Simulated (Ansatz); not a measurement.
**Polymorphs of Ba (sheets)**

Computed with DFT PBE, scalar-relativistic, plane waves, PAW in Ansatz 0.2.0. Settings: cutoff 420 eV, Γ-centred meshes spaced at most about 0.3 Å⁻¹, and about 0.25 Å⁻¹ or finer for metals (2π included), Gaussian smearing. No spin polarisation.

Energies count from the standard state of Ba at the same level.

These are static total energies at zero pressure. Only the structures computed here compete, so a lower one can exist.

Invented guesses were relaxed alike, and ends that match in structure were merged. ΔE counts from the first row. Coordination counts all near atoms (those within 1.25 times the shortest distance at each site; a plus sign parts nearer from farther groups). All are two-dimensional sheets, periodic along a and b, with vacuum along c.

| # | reached from | layer group | atoms | Å²/atom | coordination | ΔE (meV/atom) | gap on mesh (eV) |
| --- | --- | --- | --- | --- | --- | --- | --- |
| 1 | random sheet | p4/mmm (No. 61) | 1 | 17.7 | Ba 4 | 0 | 0.00 |
| 2 | random sheet | p4/mmm (No. 61) | 4 | 28.1 | Ba 2+1 | 369 | 0.00 |
| 3 | random sheet | p6/mmm (No. 80) | 2 | 26.1 | Ba 3 | 402 | 0.00 |

The lowest: Layer group p4/mmm (No. 61), a = 4.204 Å, b = 4.209 Å, γ = 90.0°, thickness 0.00 Å between the outermost nuclei. Ba at height 0.00 Å has 4 Ba at 4.20–4.21 Å. Its energy over the standard state is +0.89 eV/atom. It lies above the standard state, so it could only be metastable.

```cif
data_structure
_symmetry_space_group_name_H-M 'P 1'
_symmetry_Int_Tables_number 1
_cell_length_a 4.2040
_cell_length_b 4.2090
_cell_length_c 23.8000
_cell_angle_alpha 90.000
_cell_angle_beta 90.000
_cell_angle_gamma 90.000
_cell_volume 421.13
loop_
_atom_site_label
_atom_site_type_symbol
_atom_site_fract_x
_atom_site_fract_y
_atom_site_fract_z
_atom_site_occupancy
Ba1 Ba 0.00000 0.00000 0.29412 1
```

The second: Layer group p4/mmm (No. 61), a = 10.599 Å, b = 10.599 Å, γ = 90.0°, thickness 0.00 Å between the outermost nuclei. Ba at height 0.00 Å has 2 Ba at 4.21 Å. Counting all near atoms, the first has Ba 4 and the second has Ba 2+1. Cells relaxed within their symmetry can be saddle points.

```
Ba
1.0
    10.59886    0.00000    0.00000
     0.00000   10.59886    0.00000
     0.00000    0.00000   23.80000
Ba
4
Direct
  0.28106 0.00000 0.29412
  0.71894 0.00000 0.29412
  0.00000 0.71894 0.29412
  0.00000 0.28106 0.29412
```

Some structure types and database cells were kept out of the candidates from the start, so a known form may be missing.
